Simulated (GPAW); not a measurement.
# Ag (Im-3m) in GPAW: single point with RPBE

Aim: the single point of Ag with RPBE.

All numbers are computed with GPAW 26.7.0; they aren't measurements. Logs are shortened: lines on timing, memory, paths and dates and some standing lists are left out, and cuts for length are marked. The log counts tension as positive stress, the text compression.

### 1 Starting point

The structure is cubic, space group Im-3m (No. 229). Conventional cell: a = 3.311 Å, b = 3.311 Å, c = 3.311 Å, α = 90.00°, β = 90.00°, γ = 90.00°. Ag (site symmetry m-3m) is surrounded by 8 Ag at 2.87 Å.

This isn't the form of Ag at room conditions, which is fcc.

### 2 Single point, RPBE

run.py

```python
from ase import Atoms
from ase.dft.bandgap import bandgap
from ase.io import write
from ase.units import GPa
from gpaw import GPAW, PW

atoms = Atoms(['Ag'],
              cell=[[-1.655654, 1.655654, 1.655654],
                    [1.655654, -1.655654, 1.655654],
                    [1.655654, 1.655654, -1.655654]],
              scaled_positions=[[0.0, 0.0, 0.0]],
              pbc=True)

calc = GPAW(mode=PW(450),
            xc='RPBE',
            kpts={'size': (9, 9, 9), 'gamma': True},
            occupations={'name': 'fermi-dirac', 'width': 0.05},
            nbands=18,
            maxiter=120,
            txt='gpaw.txt')
atoms.calc = calc
energy = atoms.get_potential_energy()
forces = atoms.get_forces()
stress = atoms.get_stress()
calc.write('gs.gpw')
write('result.traj', atoms)
print(f'Energy: {energy:.6f} eV')
print('Forces (eV/A):')
print(forces.round(4))
print('Stress (GPa):', (stress / GPa).round(3))
print('Fermi level:', round(calc.get_fermi_level(), 4), 'eV')
print(f'Gap: {bandgap(calc)[0]:.4f} eV, direct: {bandgap(calc, direct=True)[0]:.4f} eV')
```

Potentials or basis: the program's PAW data sets (release 1.2.1) made for this functional, pw.

Run with:

```bash
OMP_NUM_THREADS=1 python run.py
```

gpaw.txt:

```text
__  _  _
 | _ |_)|_||  |
 |__||  | ||/\| - 26.7.0

Input parameters:
  mode=PW(ecut=450.00000000000006),
  kpts=MonkhorstPack(size=(9, 9, 9), gamma=True),
  maxiter=120,
  nbands=18,
  occupations=Occupations(name='fermi-dirac', width=0.05),
  xc=XC(name='RPBE')

Diagonalizing LCAO Hamiltonian
Converting LCAO to pw mode

       Ag

Atoms  # Å, Bohr magnetons
|   | symbol |        x |        y |        z |    initial magnetic moments |
|---|--------|----------|----------|----------|-----------------------------|
| 0 |     Ag | 0.000000 | 0.000000 | 0.000000 | ( 0.0000,  0.0000,  0.0000) |

Unit cell  # Å
| periodic |         x |         y |         z |  lengths |     angles |
|----------|-----------|-----------|-----------|----------|------------|
|      yes | -1.655654 |  1.655654 |  1.655654 | 2.867677 | 109.471221 |
|      yes |  1.655654 | -1.655654 |  1.655654 | 2.867677 | 109.471221 |
|      yes |  1.655654 |  1.655654 | -1.655654 | 2.867677 | 109.471221 |

Number of symmetries: 48
Symmetry operations  # r_c * U_cc + t_c -> r_c
|    | kind |            matrix            |
|----|------|------------------------------|
|  0 |  σ   |  1, 1, 1,  0, 0,-1,  0,-1, 0 |
|  1 |  C4  |  1, 1, 1,  0, 0,-1, -1, 0, 0 |
|  2 |  C2  |  1, 1, 1,  0,-1, 0,  0, 0,-1 |
|  3 |  S6  |  1, 1, 1,  0,-1, 0, -1, 0, 0 |
|  4 |  S6  |  1, 1, 1, -1, 0, 0,  0, 0,-1 |
|  5 |  C4  |  1, 1, 1, -1, 0, 0,  0,-1, 0 |
|  6 |  E   |  1, 0, 0,  0, 1, 0,  0, 0, 1 |
|  7 |  σ   |  1, 0, 0,  0, 1, 0, -1,-1,-1 |
|  8 |  σ   |  1, 0, 0,  0, 0, 1,  0, 1, 0 |
|  9 |  C3  |  1, 0, 0,  0, 0, 1, -1,-1,-1 |
| 10 |  C3  |  1, 0, 0, -1,-1,-1,  0, 1, 0 |
| 11 |  σ   |  1, 0, 0, -1,-1,-1,  0, 0, 1 |
| 12 |  σ   |  0, 1, 0,  1, 0, 0,  0, 0, 1 |
| 13 |  C2  |  0, 1, 0,  1, 0, 0, -1,-1,-1 |
| 14 |  C3  |  0, 1, 0,  0, 0, 1,  1, 0, 0 |
| 15 |  S4  |  0, 1, 0,  0, 0, 1, -1,-1,-1 |
| 16 |  S4  |  0, 1, 0, -1,-1,-1,  1, 0, 0 |
| 17 |  C3  |  0, 1, 0, -1,-1,-1,  0, 0, 1 |
| 18 |  C3  |  0, 0, 1,  1, 0, 0,  0, 1, 0 |
| 19 |  S4  |  0, 0, 1,  1, 0, 0, -1,-1,-1 |
| 20 |  σ   |  0, 0, 1,  0, 1, 0,  1, 0, 0 |
| 21 |  C3  |  0, 0, 1,  0, 1, 0, -1,-1,-1 |
| 22 |  C2  |  0, 0, 1, -1,-1,-1,  1, 0, 0 |
| 23 |  S4  |  0, 0, 1, -1,-1,-1,  0, 1, 0 |
| 24 |  C4  |  0, 0,-1,  1, 1, 1,  0,-1, 0 |
| 25 |  σ   |  0, 0,-1,  1, 1, 1, -1, 0, 0 |
| 26 |  S6  |  0, 0,-1,  0,-1, 0,  1, 1, 1 |
| 27 |  C2  |  0, 0,-1,  0,-1, 0, -1, 0, 0 |
| 28 |  C4  |  0, 0,-1, -1, 0, 0,  1, 1, 1 |
| 29 |  S6  |  0, 0,-1, -1, 0, 0,  0,-1, 0 |
| 30 |  S6  |  0,-1, 0,  1, 1, 1,  0, 0,-1 |
| 31 |  C4  |  0,-1, 0,  1, 1, 1, -1, 0, 0 |
| 32 |  C4  |  0,-1, 0,  0, 0,-1,  1, 1, 1 |
| 33 |  S6  |  0,-1, 0,  0, 0,-1, -1, 0, 0 |
| 34 |  σ   |  0,-1, 0, -1, 0, 0,  1, 1, 1 |
| 35 |  C2  |  0,-1, 0, -1, 0, 0,  0, 0,-1 |
| 36 |  C2  | -1, 0, 0,  1, 1, 1,  0, 0,-1 |
| 37 |  S6  | -1, 0, 0,  1, 1, 1,  0,-1, 0 |
| 38 |  S6  | -1, 0, 0,  0, 0,-1,  1, 1, 1 |
| 39 |  C2  | -1, 0, 0,  0, 0,-1,  0,-1, 0 |
| 40 |  C2  | -1, 0, 0,  0,-1, 0,  1, 1, 1 |
| 41 |  i   | -1, 0, 0,  0,-1, 0,  0, 0,-1 |
| 42 |  S4  | -1,-1,-1,  1, 0, 0,  0, 1, 0 |
| 43 |  C3  | -1,-1,-1,  1, 0, 0,  0, 0, 1 |
| 44 |  C3  | -1,-1,-1,  0, 1, 0,  1, 0, 0 |
| 45 |  σ   | -1,-1,-1,  0, 1, 0,  0, 0, 1 |
| 46 |  S4  | -1,-1,-1,  0, 0, 1,  1, 0, 0 |
| 47 |  C2  | -1,-1,-1,  0, 0, 1,  0, 1, 0 |

BZ-sampling:
  Number of BZ points: 729
  Number of IBZ points: 35

  Monkhorst-Pack size: [9, 9, 9]
  Monkhorst-Pack shift: [0, 0, 0]

K-points  # in reciprocal-cell coordinates
|     |                                coordinates |     weight |
|-----|--------------------------------------------|------------|
|   0 | (  0.00000000,   0.00000000,   0.00000000) | 0.00137174 |
|   1 | (  0.11111111,   0.00000000,   0.00000000) | 0.01646091 |
|   2 | (  0.11111111,   0.11111111,  -0.11111111) | 0.00823045 |
|   3 | (  0.22222222,   0.00000000,  -0.11111111) | 0.03292181 |
|   4 | (  0.22222222,   0.00000000,   0.00000000) | 0.01646091 |
|   5 | (  0.22222222,   0.11111111,  -0.11111111) | 0.03292181 |
|   6 | (  0.22222222,   0.22222222,  -0.22222222) | 0.00823045 |
|   7 | (  0.33333333,  -0.11111111,  -0.11111111) | 0.01097394 |
|   8 | (  0.33333333,   0.00000000,  -0.11111111) | 0.06584362 |
|   9 | (  0.33333333,   0.00000000,   0.00000000) | 0.01646091 |
| ... |                                            |            |
|  34 | (  0.44444444,   0.44444444,   0.44444444) | 0.01097394 |

Plane wave coefficients: 402
Cutoff: 450.00000000000006 eV

Spin-components: 1 (collinear spins)
Bands:           18
Projectors:      6
Spin-degeneracy: 2
Datatype:        complex128

Parallelization:
  kpt:    1
  domain: 1
  band:   1

Density:
  Valence electrons: 17.0
  Components: 1
  Grid points: [15 15 15]
  Charge: 0.0  # |e|

Potential:
  Grid points: [15 15 15]

species:
  Ag:
    name:    Silver
    Z:       47.0
    valence: 17
    core:    30
    charge:  0.0  # [|e|]
    compensation charges:
      type: gauss
      rc: 0.40  # [Å]
      lmax: 2
    cutoffs:
      filter: 2.35  # [Å]
      core: 2.19  # [Å]
    projectors
    | kind |    occ | energy [eV] | rcut [Å] |
    |------|--------|-------------|----------|
    |   5s |  1.000 |      -4.277 |    1.286 |
    |   4p |  6.000 |     -58.523 |    1.328 |
    |   5p |  0.000 |      -0.755 |    1.328 |
    |   4d | 10.000 |      -7.386 |    1.180 |
    |    s |        |      22.934 |    1.286 |
    |    d |        |      19.826 |    1.180 |

    Using partial waves for Ag as LCAO basis

Reference energy: -144606.334825  # eV

eigensolver:
  PPCG
  Converge bands: occupied
  niter=2

density mixing:
  MSR1-Mixer
  Pratt-step length: 0.05
  Maximum mixing coefficient: 0.75
  Old densities: 10
  SVD Regularization: 0.005
  Good broyden scale: 1.0
  Trust region scale: 1.0
  Backstep threshold: 4.0
  History deletion threshold: 6.0
  Fourier metric: weight=20.0, sigma=0.015

occupation numbers:
  Fermi-Dirac:
    width: 0.0500  # eV

poisson solver:
  ecut: 3600.0000000000005  # eV

xc functional:
  name: RPBE with 2 nearest neighbor stencil

convergence criteria:
- Maximum [total energy] change in last 3 cyles: 0.0005 eV / valence electron
- Maximum integral of absolute [dens]ity change: 0.0001 electrons / valence electron
- Maximum integral of absolute [eigenst]ate change: 4e-08 eV^2 / valence electron
maximum number of iterations: 120

SCF iterations
|iter     | |      energy | eigst |  dens |
|---------|-|-------------|-------|-------|
|iter:   1| |   -2.531969 | -0.79 |       |
|iter:   2| |   -2.479499 | -3.52 | -1.34 |
|iter:   3| |   -2.325359 | -3.19 | -1.39 |
|iter:   4| |   -2.323998 | -4.45 | -2.12 |
|iter:   5| |   -2.323607c| -4.34 | -2.39 |
|iter:   6| |   -2.323609c| -7.08 | -3.82 |
|iter:   7| |   -2.323609c| -7.49c| -4.11c|

Converged in 7 steps
Energy contributions relative to reference atoms: (reference = -144606.334825)

Energy contributions:
  Kinetic:          -0.836780
  Coulomb:          -0.555976
  Zero:              0.201536
  External:          0.000000
  Xc:               -1.130201
  Entropy:          -0.004377
  Spinorbit:         0.000000
  ----------------------------
  Free energy:      -2.325797
  Extrapolated:     -2.323609

dipole moment: (-5.148872, -5.148872, -5.148872)  # |e|*Ang

Fermi level: 7.548
Eigenvalues  # (at kpt = [0.000, 0.000, 0.000])
| band index |      eig [eV] | occ [0-2] |
|------------|---------------|-----------|
|          0 |       -47.694 |     2.000 |
|          1 |       -47.694 |     2.000 |
|          2 |       -47.694 |     2.000 |
|          3 |         0.274 |     2.000 |
|          4 |         2.890 |     2.000 |
|          5 |         2.890 |     2.000 |
[... 10 lines left out ...]
|         16 |        31.228 |     0.000 |
|         17 |        34.028 |     0.000 |

No gap
No difference between direct/indirect transitions

Forces  # eV/Ang
|        x |       y |       z |
|----------|---------|---------|
| -0.00000 | 0.00000 | 0.00000 |  # Ag   0

Stress tensor  # eV/Ang^3
|         x |         y |         z |
|-----------|-----------|-----------|
| -0.014086 | -0.000000 |  0.000000 |
| -0.000000 | -0.014086 | -0.000000 |
|  0.000000 | -0.000000 | -0.014086 |

# Writing to gs.gpw (mode='')
```

Run time: 4.4 s. Hardware: 1 thread of Arm Neoverse V2, shared host; peak memory 0.12 GiB.

What came out:

```yaml
Free_energy: -2.3258 eV
Pressure: 2.3 GPa
Band_gap_on_the_k_mesh: none (metal or under the smearing width)
```

Caveat: the cutoff is short for stress and forces, so pressures can be off by a GPa or more.
